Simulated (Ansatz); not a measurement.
# Notes on CuO

```yaml
crystal:
  lattice:
    - [2.37467, 1.76683, 0.00000]
    - [2.37467, -1.76683, 0.00000]
    - [0.77458, 0.00000, -5.14442]
  atoms:
    - { symbol: Cu, position: [0.50000, 0.00000, 0.00000] }
    - { symbol: Cu, position: [0.00000, 0.50000, 0.50000] }
    - { symbol: O, position: [0.45170, 0.54830, 0.75000] }
    - { symbol: O, position: [0.54830, 0.45170, 0.25000] }
```

Single point in Ansatz 0.2.0 with PBE, no spin polarisation. Cutoff 420 eV, PAW datasets, 9×9×5 Γ-centred k mesh, fermi-dirac filling (width 0.1 eV).

Is there a gap?

It is a metal, with about 2.1 states/eV a cell as the mean within 0.25 eV of the Fermi level, mostly Cu d (52 %) and O p (42 %).

Are the atoms at rest?

Nearly at rest: the largest force is 0.003 eV/Å.

Is it stable against the elements?

-0.54 eV an atom against the elements' usual phases (free molecules for gases, crystals otherwise, with no correction for O₂ or N₂), so it is bound against them; other compounds may still compete. Relaxing would lower it.

Give the Bader charges.

Bader charges in e: Cu +0.99, O -0.99. In the mean Cu gives up most and O takes most.

Origin: a database entry at a rescaled volume. Caveats: many states at the Fermi level without spin polarisation, so a magnetic state may lie lower.
